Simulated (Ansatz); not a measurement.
## Energy, volume and coordination in In4Sb

The calculation used Ansatz, DFT PBE, scalar-relativistic, plane waves, PAW. Settings: cutoff 420 eV, Γ-centred meshes spaced at most about 0.3 Å⁻¹, and about 0.25 Å⁻¹ or finer for metals (2π included), Gaussian smearing. No spin polarisation.

Temperature and zero-point effects are left out. Rows are sorted by volume; energies count from the lowest form computed. Coordination counts In atoms around Sb (those within 1.25 times the shortest such distance or 1.15 times the sum of covalent radii; a plus sign parts nearer from farther groups; the shortest distance is added where it is long for a bond).

| row | form | source | atoms | coordination | V (Å³/atom) | gap on mesh (eV) | ΔE (meV/atom) |
| --- | --- | --- | --- | --- | --- | --- | --- |
| 1 | Cmmm | invented | 5 | Sb 8 from 3.4 Å | 30.5 | 0 | 0 |
| 2 | P-43m | invented | 5 | Sb 4 | 33.7 | 0 | 98 |
| 3 | Pm-3m | invented | 5 | Sb 12+8 from 3.9 Å | 34.8 | 0 | 326 |
| 4 | Im-3m | invented | 5 | Sb 8 | 35.6 | 0 | ? |
| 5 | P6/mmm | invented | 5 | Sb 2 | 40.7 | 0 | 279 |

The cell of row 4:

```cif
data_structure
_symmetry_space_group_name_H-M 'Im-3m'
_symmetry_Int_Tables_number 229
_cell_length_a 7.0902
_cell_length_b 7.0902
_cell_length_c 7.0902
_cell_angle_alpha 90.000
_cell_angle_beta 90.000
_cell_angle_gamma 90.000
_cell_volume 356.43
loop_
_atom_site_label
_atom_site_type_symbol
_atom_site_symmetry_multiplicity
_atom_site_Wyckoff_symbol
_atom_site_fract_x
_atom_site_fract_y
_atom_site_fract_z
_atom_site_occupancy
In1 In 8 c 0.25000 0.25000 0.25000 1
Sb1 Sb 2 a 0.00000 0.00000 0.00000 1
```

Question: Estimate the missing energy, and say where the row ranks.

Answer: 189 meV/atom, which puts it above row 2 and below row 5. Counting In atoms around Sb, row 4 has Sb 8 and the lowest form (row 1) has Sb 8 from 3.4 Å.

An observed structure of this formula, if there is one, may be missing.

These runs have no spin–orbit coupling, which can matter for Sb. Cells relaxed within their symmetry can be saddle points. Some types were kept out of the candidates beforehand, so the set may lack a known form.
